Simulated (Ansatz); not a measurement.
# SnSe (Fm-3m) in Ansatz: projected density of states with SVWN5

Aim: the projected density of states of SnSe with SVWN5.

Program: Ansatz 0.2.0. These are calculated values, not measurements. Logs are shortened: lines on timing, memory, paths and dates and some standing lists are left out, and cuts for length are marked.

### 1 The undisturbed crystal

The structure is cubic, space group Fm-3m (No. 225). The conventional cell has a = 6.020 Å, b = 6.020 Å, c = 6.020 Å, α = 90.00°, β = 90.00°, γ = 90.00°. Sn (site symmetry m-3m) is surrounded by 6 Se at 3.01 Å. Around Se (site symmetry m-3m) lie 6 Sn at 3.01 Å.

Measurements of this composition are mostly on another form, of space group No. 62.

### 2 Projected density of states, SVWN5 (cell strained at random at fixed volume)

run.py

```python
import json

import ase.io
import numpy as np

import ansatz as az

atoms = ase.io.read("SnSe.cif")
atoms.info.pop("occupancy", None)

calculation = (
    az.Crystal.from_ase(atoms)
    .calculation()
    .kpoints(6, 6, 6)
    .functional(exchange="slater", correlation="vwn5")
    .pseudopotentials(kind="paw", source="ansatz")
    .scf(extra_bands=6)
    .occupations(method="tetrahedron")
    .density()
    .potential()
    .output_files(volumetric_format="npy")
    .electron_localization_function()
    .density_of_states(energy_step=0.05, projected=True, nscf_kmesh=(9, 9, 9))
    .forces()
    .stress()
)
outcome = calculation.run(threads=2, events_out="events.jsonl")

report = outcome.report
for line in open("events.jsonl"):
    event = json.loads(line)
    if event["event"] == "scf_iter":
        d = event["data"]
        print(f"SCF {d['iter']:3d}  HF = {d['harris_foulkes_ev']:.6f} eV  dr2 = {d['dr2_ev']:.2e} eV")
    elif event["event"] in ("relax_step", "md_step"):
        d = event["data"]
        print(f"{event['event']} {d['step']:3d}  E = {d['lagrangian_ev']:.6f} eV")
np.set_printoptions(precision=5, suppress=True, linewidth=110)
print("converged:", report["converged"], "after", report["n_iterations"], "iterations")
print(f"free energy {report['free_energy_ev']:.6f} eV, Fermi level {report['fermi_energy_ev']:.4f} eV")
for key in ("band_edges_ev", "magnetization_mub", "site_moments_mub", "site_moments_nc_mub", "forces_ev_ang",
                "stress_gpa", "kpoints_frac", "eigenvalues_ev"):
    if report.get(key) is not None:
        print(key, np.array(report[key]), sep="\n")
```

SnSe.cif

```cif
data_SnSe
_cell_length_a 4.18067006
_cell_length_b 4.26970503
_cell_length_c 4.25528543
_cell_angle_alpha 58.87752447
_cell_angle_beta 60.69669504
_cell_angle_gamma 62.79545074
_space_group_name_H-M_alt 'P1'
_space_group_name_Hall 'P 1'
_space_group_IT_number 1
loop_
_space_group_symop_operation_xyz
'x,y,z'
loop_
_atom_site_label
_atom_site_type_symbol
_atom_site_symmetry_multiplicity
_atom_site_Wyckoff_symbol
_atom_site_fract_x
_atom_site_fract_y
_atom_site_fract_z
_atom_site_occupancy
Sn1 Sn 1 a 0.0000000000 0.0000000000 0.0000000000 1
Se1 Se 1 a 0.5000000000 0.5000000000 0.5000000000 1
```

Potentials or basis: Ansatz PAW earlier set.

On the command line:

```sh
python run.py
```

What it wrote:

```text
DeckWarning: output.forces, output.stress, relax.cell or npt_langevin: where a Kohn–Sham band that disperses or a degenerate level is filled in part under the method tetrahedron, the forces or the stress that this run publishes need not agree with its energy (scf.occupations.method in the input reference, under Limitations); prefer a smearing scheme for the forces or the stress
DeckWarning: basis.ecutwfc = 640 eV, auto-derived from the records' recommended cutoffs: set by Sn (normal level)
PlacementWarning: RAYON_NUM_THREADS=2 ignored (pool sized by the plan → 2); use plan(threads=…)
SCF   1  HF = -14965.917118 eV  dr2 = 1.04e+00 eV
SCF   2  HF = -14965.596775 eV  dr2 = 1.99e-01 eV
SCF   3  HF = -14965.532607 eV  dr2 = 1.48e-02 eV
SCF   4  HF = -14965.526554 eV  dr2 = 5.87e-04 eV
SCF   5  HF = -14965.526259 eV  dr2 = 7.23e-06 eV
SCF   6  HF = -14965.526262 eV  dr2 = 8.58e-07 eV
SCF   7  HF = -14965.526262 eV  dr2 = 3.89e-09 eV
converged: True after 7 iterations
free energy -14965.526262 eV, Fermi level 10.1104 eV
band_edges_ev
[10.11041 10.62658]
magnetization_mub
0.0
forces_ev_ang
[[0. 0. 0.]
 [0. 0. 0.]]
stress_gpa
[[-1.57918  1.5511  -1.38207]
 [ 1.5511  -5.47756 -2.2206 ]
 [-1.38207 -2.2206  -2.73352]]
kpoints_frac
[[ 0.       0.       0.     ]
 [ 0.       0.       0.16667]
 [ 0.       0.       0.33333]
 [ 0.       0.      -0.5    ]
 [ 0.       0.16667  0.     ]
 [ 0.       0.16667  0.16667]
 [ 0.       0.16667  0.33333]
 [ 0.       0.16667 -0.5    ]
 [ 0.       0.16667 -0.33333]
 [ 0.       0.16667 -0.16667]
 [ 0.       0.33333  0.     ]
 [ 0.       0.33333  0.16667]
 [ 0.       0.33333  0.33333]
 [ 0.       0.33333 -0.5    ]
 [ 0.       0.33333 -0.33333]
 [ 0.       0.33333 -0.16667]
 [ 0.      -0.5      0.     ]
 [ 0.      -0.5      0.16667]
 [ 0.      -0.5      0.33333]
 [ 0.      -0.5     -0.5    ]
 [ 0.16667  0.       0.     ]
 [ 0.16667  0.       0.16667]
 [ 0.16667  0.       0.33333]
 [ 0.16667  0.      -0.5    ]
 [ 0.16667  0.      -0.33333]
 [ 0.16667  0.      -0.16667]
 [ 0.16667  0.16667  0.     ]
 [ 0.16667  0.16667  0.16667]
 [ 0.16667  0.16667  0.33333]
 [ 0.16667  0.16667 -0.5    ]
 [ 0.16667  0.16667 -0.33333]
 [ 0.16667  0.16667 -0.16667]
 [ 0.16667  0.33333  0.     ]
 [ 0.16667  0.33333  0.16667]
 [ 0.16667  0.33333  0.33333]
 [ 0.16667  0.33333 -0.5    ]
 [ 0.16667  0.33333 -0.33333]
 [ 0.16667  0.33333 -0.16667]
 [ 0.16667 -0.5      0.     ]
 [ 0.16667 -0.5      0.16667]
 [ 0.16667 -0.5      0.33333]
 [ 0.16667 -0.5     -0.5    ]
 [ 0.16667 -0.5     -0.33333]
 [ 0.16667 -0.5     -0.16667]
 [ 0.16667 -0.33333  0.     ]
 [ 0.16667 -0.33333  0.16667]
 [ 0.16667 -0.33333  0.33333]
 [ 0.16667 -0.33333 -0.5    ]
 [ 0.16667 -0.33333 -0.33333]
 [ 0.16667 -0.33333 -0.16667]
 [ 0.16667 -0.16667  0.     ]
 [ 0.16667 -0.16667  0.16667]
 [ 0.16667 -0.16667  0.33333]
 [ 0.16667 -0.16667 -0.5    ]
 [ 0.16667 -0.16667 -0.33333]
 [ 0.16667 -0.16667 -0.16667]
 [ 0.33333  0.       0.     ]
 [ 0.33333  0.       0.16667]
 [ 0.33333  0.       0.33333]
 [ 0.33333  0.      -0.5    ]
 [ 0.33333  0.      -0.33333]
 [ 0.33333  0.      -0.16667]
 [ 0.33333  0.16667  0.     ]
 [ 0.33333  0.16667  0.16667]
 [ 0.33333  0.16667  0.33333]
 [ 0.33333  0.16667 -0.5    ]
 [ 0.33333  0.16667 -0.33333]
 [ 0.33333  0.16667 -0.16667]
 [ 0.33333  0.33333  0.     ]
 [ 0.33333  0.33333  0.16667]
 [ 0.33333  0.33333  0.33333]
 [ 0.33333  0.33333 -0.5    ]
 [ 0.33333  0.33333 -0.33333]
 [ 0.33333  0.33333 -0.16667]
 [ 0.33333 -0.5      0.     ]
 [ 0.33333 -0.5      0.16667]
 [ 0.33333 -0.5      0.33333]
 [ 0.33333 -0.5     -0.5    ]
 [ 0.33333 -0.5     -0.33333]
 [ 0.33333 -0.5     -0.16667]
 [ 0.33333 -0.33333  0.     ]
 [ 0.33333 -0.33333  0.16667]
 [ 0.33333 -0.33333  0.33333]
 [ 0.33333 -0.33333 -0.5    ]
 [ 0.33333 -0.33333 -0.33333]
 [ 0.33333 -0.33333 -0.16667]
 [ 0.33333 -0.16667  0.     ]
 [ 0.33333 -0.16667  0.16667]
 [ 0.33333 -0.16667  0.33333]
 [ 0.33333 -0.16667 -0.5    ]
 [ 0.33333 -0.16667 -0.33333]
 [ 0.33333 -0.16667 -0.16667]
 [-0.5      0.       0.     ]
 [-0.5      0.       0.16667]
 [-0.5      0.       0.33333]
 [-0.5      0.      -0.5    ]
 [-0.5      0.16667  0.     ]
 [-0.5      0.16667  0.16667]
 [-0.5      0.16667  0.33333]
 [-0.5      0.16667 -0.5    ]
 [-0.5      0.16667 -0.33333]
 [-0.5      0.16667 -0.16667]
 [-0.5      0.33333  0.     ]
 [-0.5      0.33333  0.16667]
 [-0.5      0.33333  0.33333]
 [-0.5      0.33333 -0.5    ]
 [-0.5      0.33333 -0.33333]
 [-0.5      0.33333 -0.16667]
 [-0.5     -0.5      0.     ]
 [-0.5     -0.5      0.16667]
 [-0.5     -0.5      0.33333]
 [-0.5     -0.5     -0.5    ]]
eigenvalues_ev
[[-119.02706  -74.94085  -74.92514 ...   15.66172   16.17977   16.28504]
 [-119.02706  -74.94086  -74.92514 ...   16.01461   16.3835    16.86107]
 [-119.02706  -74.94087  -74.92515 ...   16.86203   18.14683   18.45754]
 ...
 [-119.02706  -74.94087  -74.92516 ...   15.66914   20.36089   21.18075]
 [-119.02706  -74.94087  -74.92516 ...   16.67375   19.3938    20.52374]
 [-119.02706  -74.94087  -74.92516 ...   18.33883   20.15985   20.52762]]
```

It took 22 s on 2 threads of Arm Neoverse V1, shared host; peak memory 0.84 GiB.

Results:

```yaml
Free_energy: -14965.5263 eV
Pressure: -3.3 GPa
Band_gap_on_the_k_mesh: 0.52 eV, indirect (least direct gap 0.65 eV)
```

Stress tensor (GPa, compression positive):
```
-1.58  1.55 -1.38
 1.55 -5.48 -2.22
-1.38 -2.22 -2.73
```

Levels at points of the mesh, in eV from the valence-band top:
```csv
k point,band 17,band 18,band 19,band 20,band 21,band 22
"(0.00, 0.00, 0.00)",-2.49,-2.20,-1.79,3.49,4.28,5.06
"(0.00, 0.00, -0.50)",-2.04,-1.87,-0.21,0.52,0.97,1.39
"(0.00, -0.50, 0.00)",-1.87,-1.81,0.00,0.66,1.22,1.43
"(0.00, -0.50, -0.50)",-5.38,-3.72,-3.35,3.15,4.99,5.48
"(-0.50, 0.00, 0.00)",-1.88,-1.82,-0.02,0.64,1.21,1.40
"(-0.50, 0.00, -0.50)",-5.46,-3.99,-3.23,3.04,4.43,5.92
"(-0.50, -0.50, 0.00)",-5.53,-3.94,-3.42,2.94,4.71,5.54
"(-0.50, -0.50, -0.50)",-2.04,-1.88,-0.21,0.52,0.96,1.38
```

States per cell in windows of 1 eV (zero at the valence-band top; states under -8 eV left out):
| from (eV) | total | Se 4p | Sn 5p | Sn 5s | Se 4s |
| --- | --- | --- | --- | --- | --- |
| -8.0 | 1.35 | 0.39 | 0.03 | 0.88 | 0.05 |
| -7.0 | 0.59 | 0.13 | 0.02 | 0.39 | 0.06 |
| -6.0 | 0.11 | 0.04 | 0.03 | 0.03 | 0.01 |
| -5.0 | 0.75 | 0.42 | 0.29 | 0.03 | 0.01 |
| -4.0 | 1.54 | 1.00 | 0.47 | 0.05 | 0.02 |
| -3.0 | 1.84 | 1.37 | 0.36 | 0.07 | 0.02 |
| -2.0 | 1.00 | 0.64 | 0.18 | 0.17 | 0.01 |
| -1.0 | 0.79 | 0.42 | 0.16 | 0.18 | 0.02 |
| 0.0 | 0.29 | 0.05 | 0.19 | 0.01 | 0.03 |
| 1.0 | 1.26 | 0.16 | 0.95 | 0.02 | 0.08 |
| 2.0 | 1.33 | 0.26 | 0.92 | 0.03 | 0.03 |
| 3.0 | 1.68 | 0.41 | 0.91 | 0.02 | 0.01 |
| 4.0 | 1.30 | 0.37 | 0.63 | 0.01 | 0.01 |
| 5.0 | 1.04 | 0.18 | 0.32 | 0.00 | 0.00 |
| 6.0 | 1.00 | 0.05 | 0.10 | 0.00 | 0.00 |
| 7.0 | 0.69 | 0.01 | 0.02 | 0.00 | 0.00 |

Caveat: spin-orbit coupling is left out, which moves the levels of the heavy elements; with tetrahedron occupations forces and stress needn't match the slope of the energy. A k mesh can miss the band edges.
